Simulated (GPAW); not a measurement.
Runs of GPAW 26.7.0 on TiC. It takes space group Fm-3m (No. 225, cubic). Conventional cell: a = 4.331 Å, b = 4.331 Å, c = 4.331 Å, α = 90.00°, β = 90.00°, γ = 90.00°. Around Ti (site symmetry m-3m) lie 6 C at 2.17 Å. Around C (site symmetry m-3m) lie 6 Ti at 2.17 Å. The cell is a database's computed one.

```csv
level,potentials or basis,U,band points,pressure (GPa)
LDA,"PAW data sets generated in the run's folder for this functional, pw",-,80,-11.8
PBE+U,"GPAW PAW data sets (gpaw-data 1.2.1), pw",Ti d U = 3.5 eV,80,7.7
PBE,"GPAW PAW data sets (gpaw-data 1.2.1), pw",-,60,(a)
LDA,"the program's PAW data sets (release 1.2.1) made for this functional, pw",-,80,-11.8
PBEsol,"PAW data sets generated in the run's folder for this functional, pw",-,60,-5.8
```

Alike in all rows: task band structure; no spin polarisation; cell as given; k mesh 9 × 9 × 9; cutoff (eV) 800; smearing fermi-dirac 0.05 eV.

Task: Fill in the values left out.

Result: (a) 1.0.

Caveats: U without spin polarisation on a metal has little footing (some runs); the U is typed as a test and isn't derived for this compound (some runs).
